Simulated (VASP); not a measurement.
Ga2O3: relaxation of cell and atoms with PBEsol

Ga2O3:

```
Ga O
1.0
     6.10700   -1.51855    0.00000
     6.10700    1.51855    0.00000
    -1.38599    0.00000    5.63001
Ga O
4 6
Direct
  0.09050 0.09050 0.79460
  0.90950 0.90950 0.20540
  0.65866 0.65866 0.31402
  0.34134 0.34134 0.68598
  0.16450 0.16450 0.10980
  0.83550 0.83550 0.89020
  0.17330 0.17330 0.56320
  0.82670 0.82670 0.43680
  0.49590 0.49590 0.25660
  0.50410 0.50410 0.74340
```

```
Program                : VASP 6.6.1
Task                   : relaxation of cell and atoms
Functional             : PBEsol
Potentials or basis    : VASP PAW PBE potentials, release 64 (Ga_d, O)
Cutoff                 : 600 eV
k mesh                 : 10 × 10 × 6
Occupations            : gaussian, width 0.03 eV
Spin                   : no spin polarisation
Further INCAR settings : ALGO = Normal; EDIFF = 1e-06; IBRION = 2; EDIFFG = -0.01; NSW = 90; ISIF = 3
```

```yaml
Relaxed_volume: 10.57 Å³/atom
Relaxed_cell: a = 6.327 Å, b = 6.327 Å, c = 5.810 Å, α = 103.29°, β = 103.29°, γ = 27.88°
Space_group_after_relaxing_to_0.05_Å: C2/m (No. 12)
Energy_gained_by_relaxing: 1.2 meV/atom
Ionic_steps: 15
Pressure_after_relaxing: 0.0 GPa
Largest_force_after_relaxing: 0.007 eV/Å
Band_gap_on_the_k_mesh: 2.22 eV, indirect (least direct gap 2.24 eV)
```

Forces on the atoms (eV/Å):
```
Ga  -0.007  0.000  0.000
Ga   0.007  0.000  0.000
Ga   0.007  0.000 -0.003
Ga  -0.007  0.000  0.003
O    0.004  0.000 -0.003
O   -0.004  0.000  0.003
O   -0.004  0.000  0.003
O    0.004  0.000 -0.003
O   -0.003  0.000 -0.004
O    0.003  0.000  0.004
```

Step by step:
| step | energy change (eV) | largest force (eV/Å) | pressure (GPa) | volume (Å³) |
| --- | --- | --- | --- | --- |
| 1 | 0.0000 | 0.1136 | 2.51 | 104.42 |
| 2 | -0.0015 | 0.1428 | -2.30 | 106.91 |
| 3 | -0.0113 | 0.0455 | -0.05 | 105.71 |
| 4 | -0.0113 | 0.0419 | 0.06 | 105.68 |
| 5 | -0.0115 | 0.0221 | -0.03 | 105.72 |
| 6 | -0.0115 | 0.0215 | 0.00 | 105.71 |
| 7 | -0.0116 | 0.0173 | -0.08 | 105.73 |
| 8 | -0.0117 | 0.0183 | -0.10 | 105.74 |
| 9 | -0.0116 | 0.0243 | -0.17 | 105.76 |
| 10 | -0.0117 | 0.0195 | -0.09 | 105.75 |
| 11 | -0.0117 | 0.0116 | 0.01 | 105.67 |
| 12 | -0.0117 | 0.0115 | 0.11 | 105.65 |
| 13 | -0.0117 | 0.0121 | -0.02 | 105.66 |
| 14 | -0.0117 | 0.0111 | 0.05 | 105.66 |
| 15 | -0.0118 | 0.0074 | -0.03 | 105.67 |

Final structure:
```
CELL_PARAMETERS angstrom
6.14044 -1.52431 0.00920
6.14044 1.52431 0.00920
-1.38511 0.00000 5.64283
ATOMIC_POSITIONS crystal
Ga 0.09048 0.09048 0.79514
Ga 0.90952 0.90952 0.20486
Ga 0.65864 0.65864 0.31427
Ga 0.34136 0.34136 0.68573
O 0.16516 0.16516 0.10933
O 0.83484 0.83484 0.89067
O 0.17326 0.17326 0.56282
O 0.82674 0.82674 0.43718
O 0.49622 0.49622 0.25609
O 0.50378 0.50378 0.74391
```

Levels at points of the mesh, in eV from the valence-band top:
| k point | band 41 | band 42 | band 43 | band 44 | band 45 | band 46 | band 47 | band 48 |
| --- | --- | --- | --- | --- | --- | --- | --- | --- |
| (0.00, 0.00, 0.00) | -0.68 | -0.50 | -0.29 | -0.02 | 2.22 | 5.53 | 6.53 | 6.57 |
| (0.50, 0.00, 0.00) | -0.77 | -0.73 | -0.48 | -0.11 | 5.46 | 6.34 | 7.06 | 7.30 |
| (0.50, 0.50, 0.00) | -0.69 | -0.69 | -0.42 | -0.15 | 4.41 | 4.65 | 5.62 | 6.39 |
| (0.00, 0.00, 0.50) | -0.67 | -0.65 | -0.51 | -0.31 | 4.60 | 4.74 | 6.56 | 7.03 |
| (0.50, 0.00, 0.50) | -1.11 | -1.06 | -0.74 | -0.66 | 6.72 | 6.76 | 7.66 | 7.84 |
| (0.50, 0.50, 0.50) | -0.66 | -0.62 | -0.60 | -0.01 | 5.01 | 5.15 | 6.06 | 6.36 |

It took 47 min on 4 MPI ranks on Intel(R) Xeon(R) Platinum 8488C (Sapphire Rapids) (shared host), peak memory 0.98 GiB a rank.

Caveat: the PAW data sets were made with another functional, which shifts forces and pressure a little. A k mesh can miss the band edges.
